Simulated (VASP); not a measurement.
# Results of a VASP single-point calculation on AlN (strained wurtzite)

POSCAR

```
Al N
 1.0000000000000000
     3.1066937601931870    0.0000000000000000    0.0000000000000000
    -1.5533468800965935    2.6904757181059007    0.0000000000000000
     0.0000000000000000    0.0000000000000000    5.1777352140000001
 Al  N
   2   2
Cartesian
 -0.0000000000000001  1.7936504787372676 -0.0023775009958713
  1.5533468800965937  0.8968252393686338  2.5864901060041290
 -0.0000000000000001  1.7936504787372676  1.9440282062458718
  1.5533468800965937  0.8968252393686338  4.5328958132458723
```

```json
{"gap between bands v and c": "4.60 eV", "least direct gap": "4.60 eV"}
```

Band v is the last that the valence electrons fill when counted band by band, and c is the next. Levels in eV from the top of v:

| point | v−1 | v | c | c+1 |
| --- | --- | --- | --- | --- |
| Γ | 0.00 | 0.00 | 4.60 | 7.67 |
| M | -1.66 | -0.56 | 6.18 | 6.71 |
| K | -2.25 | -2.25 | 5.54 | 9.16 |
| A | -0.28 | -0.28 | 7.12 | 7.12 |
| L | -1.23 | -1.23 | 5.82 | 5.82 |
| H | -0.85 | -0.85 | 7.90 | 7.90 |

Question: Which of these levels of theory gave these results?
A. PBEsol
B. r²SCAN
C. PBE
D. PBE0
E. LDA
F. HSE06
G. PBE with spin–orbit coupling

Answer: B.

The INCAR was:

```
ISMEAR = 0
IBRION = -1
NELM = 120
ENCUT = 520
EDIFF = 1E-7
NBANDS = 16
NSW = 0
METAGGA = R2SCAN
ALGO = Normal
PREC = Accurate
LASPH = .TRUE.
SIGMA = 0.01
LWAVE = .FALSE.
LCHARG = .FALSE.
ISIF = 2
LREAL = .FALSE.
```
